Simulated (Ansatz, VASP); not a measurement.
One calculation of LiH, two programs

```
Li H
1.0
     0.00000    1.99847    1.99847
     1.99847    0.00000    1.99847
     1.99847    1.99847    0.00000
Li H
1 1
Direct
  0.00000 0.00000 0.00000
  0.50000 0.50000 0.50000
```

Alike in both runs: task single point; functional PBE0; k mesh 6 × 6 × 6; no spin polarisation.

|  | VASP | Ansatz |
| --- | --- | --- |
| version | VASP 6.6.1 | Ansatz 0.2.0 |
| potentials or method | VASP PAW PBE potentials, release 64 (Li_sv, H) | plane waves |
| plane-wave cutoff (eV) | 520 | 420 |
| occupations | gaussian, width 0.01 eV | fixed |
| valence electrons in the cell | 4 | 4 |

|  | VASP | Ansatz | Ansatz less VASP |
| --- | --- | --- | --- |
| gap on the k mesh at the Fermi level (eV) | 4.70 | 4.67 | -0.031 |

Ansatz warned: «stress_exchange_threshold_loose».

Caveats: the k mesh is coarse (spacing up to 0.45 Å⁻¹), so the values aren't converged, least of all with exact exchange. A k mesh can miss the band edges.
